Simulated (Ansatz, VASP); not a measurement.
## Two plane-wave programs on Ru

INCAR

```
SYSTEM = Ru
ALGO = Fast
EDIFF = 1E-7
ENCUT = 520
GGA = PS
ISIF = 2
ISMEAR = 0
LASPH = .TRUE.
LCHARG = .FALSE.
LREAL = .FALSE.
LWAVE = .FALSE.
NBANDS = 21
NELM = 100
PREC = Accurate
SIGMA = 0.15
```

File KPOINTS:

```
k-points
0
G
  21 21 12
  0 0 0
```

The input POSCAR:

```
Ru
1.0
    2.6892987582      0.0000000000      0.0000000000
   -1.3446493791      2.3290010429      0.0000000000
    0.0000000000      0.0000000000      4.1175853286
Ru
2
Direct
    0.3333333333      0.6666666667      0.2500000000
    0.6666666667      0.3333333333      0.7500000000
```

Input for Ansatz:

```yaml
crystal:
  lattice:
    - [2.6892987582, 0.0, 0.0]
    - [-1.3446493791, 2.3290010429, 0.0]
    - [0.0, 0.0, 4.1175853286]
  atoms:
    - { symbol: Ru, position: [0.3333333333, 0.6666666667, 0.25] }
    - { symbol: Ru, position: [0.6666666667, 0.3333333333, 0.75] }
basis:
  ecutwfc: 420
kpoints:
  mp_grid: { grid: [21, 21, 12] }
hamiltonian:
  xc: pbesol
  pseudopotentials: { kind: paw, azcp: { folder: soft_1 } }
scf:
  occupations: { method: gaussian, width: 0.15 }
output:
  forces: true
  stress: true
  eigenvalues: true
```

Alike in both runs: task single point; functional PBEsol; k mesh 21 × 21 × 12; occupations gaussian, width 0.15 eV; no spin polarisation.

|  | VASP | Ansatz |
| --- | --- | --- |
| version | VASP 6.6.1 | Ansatz 0.2.0 |
| potentials or method | VASP PAW PBE potentials, release 64 (Ru_pv) | scalar-relativistic, plane waves, PAW |
| plane-wave cutoff (eV) | 520 | 420 |
| valence electrons in the cell | 28 | 32 |

```tsv
	VASP	Ansatz	Ansatz less VASP
gap on the k mesh at the Fermi level (eV)	none	none	-
pressure (GPa)	13.1	13.2	+0.08
largest component of the traceless stress (GPa)	11.36	11.38	+0.017
```

A gap of «none» marks a metal or a gap that the smearing closes. The two sets of potentials don't hold the same shells in valence. Ansatz warned: «pseudo_functional_mismatch».

Caveats: the PAW data sets were made with another functional, which shifts forces and pressure a little (VASP).
